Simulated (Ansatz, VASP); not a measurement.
# InAs: VASP beside Ansatz

File INCAR:

```
ALGO = Normal ; EDIFF = 1E-8
ENCUT = 520 ; GGA = PE
ISIF = 2 ; ISMEAR = -1
LASPH = T ; LCHARG = F
LEFG = T ; LREAL = F
LWAVE = F ; NBANDS = 16
NELM = 80 ; PREC = Accurate
SIGMA = 0.05
```

The input KPOINTS:

```
k-points
0
Gamma
  8 8 8
```

Contents of POSCAR:

```
InAs
1.0
    0.0000000000      2.8773040000      2.8773040000
    2.8773040000      0.0000000000      2.8773040000
    2.8773040000      2.8773040000      0.0000000000
In As
1 1
Direct
    0.5000000000      0.5000000000      0.5000000000
    0.0000000000      0.0000000000      0.0000000000
```

The input input.yaml:

```yaml
crystal:
  lattice:
    - [0.0, 2.877304, 2.877304]
    - [2.877304, 0.0, 2.877304]
    - [2.877304, 2.877304, 0.0]
  atoms:
    - { symbol: In, position: [0.5, 0.5, 0.5] }
    - { symbol: As, position: [0.0, 0.0, 0.0] }
kpoints:
  mp_grid: { grid: [8, 8, 8] }
scf:
  occupations: { method: fermi_dirac, width: 0.05 }
hamiltonian:
  xc: pbe
  pseudopotentials: { kind: all_electron, datasets: crystal }
output:
  forces: true
  stress: true
  eigenvalues: true
  efg: {}
```

Measurements of this composition are mostly on another form, of space group No. 216.

Alike in both runs: task electric field gradients; functional PBE; k mesh 8 × 8 × 8; occupations fermi-dirac, width 0.05 eV; no spin polarisation.

```csv
,VASP,Ansatz
version,VASP 6.6.1,Ansatz 0.2.0
potentials or method,"VASP PAW PBE potentials, release 64 (In_d, As)",all-electron PAW datasets made for the crystal
plane-wave cutoff (eV),520,see its input
```

VASP gave:

* gap on the k mesh at the Fermi level (eV): none
* pressure (GPa): 0.0
* Vzz of the field gradient on the site that differs most (V/Å²): 0.0

**Question.** Which values does Ansatz return?

**Answer.** gap on the k mesh at the Fermi level (eV): none; pressure (GPa): -0.1; Vzz of the field gradient on the site that differs most (V/Å²): 0.0.

A gap of «none» marks a metal or a gap that the smearing closes. Ansatz ran all-electron here, so the differences hold the error of VASP's frozen core and of both bases.
